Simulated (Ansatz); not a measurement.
ScAl$_{2}$: pressure against volume

ScAl$_{2}$, Fd-3m, a = 7.555 Å. The structure is a Materials Project entry; whether it is the stable form wasn't checked. Ansatz: r2SCAN, PAW, 500 eV, Γ-centred 8×8×8 mesh on 6 atoms, Gaussian smearing 0.10 eV; no spin polarisation. Symmetry fixes shape and atoms, so the cell is only scaled; pressure is positive in compression.

```tsv
V (Å³/atom)	P (GPa)
16.892	6.66
17.431	3.10
17.970	0.03
18.509	?
19.048	-4.89
```

**Question.** Take V0 = 17.970 Å³/atom, count pressures from its P0 = 0.03 GPa, fit the third-order Birch–Murnaghan form to the other rows, and predict the missing pressure.

**Answer.** With the Eulerian strain f = ½[(V0/V)^(2/3) − 1] and y = (P − P0)/[3f(1 + 2f)^(5/2)], the form is the line y = B0 + 1.5 B0 (B0′ − 4) f. Rows (f, y): 0.02105, 94.7; 0.01025, 94.9; -0.01905, 94.9. Means f = 0.004083, y = 94.833; Σ(Δf)² = 0.0008610, ΣΔfΔy = -0.003393; the slope is their ratio. y = 94.85 − 3.941 f GPa, so B0 = 94.8 GPa and B0′ = 4 + 2 × (-3.941)/(3 × 94.85) = 3.97. At V = 18.509, f = -0.00975, y = 94.89 and P = -2.61 GPa. The run gave -2.62 GPa, so the fit is 0.01 GPa too high, a small miss on the scale of the series.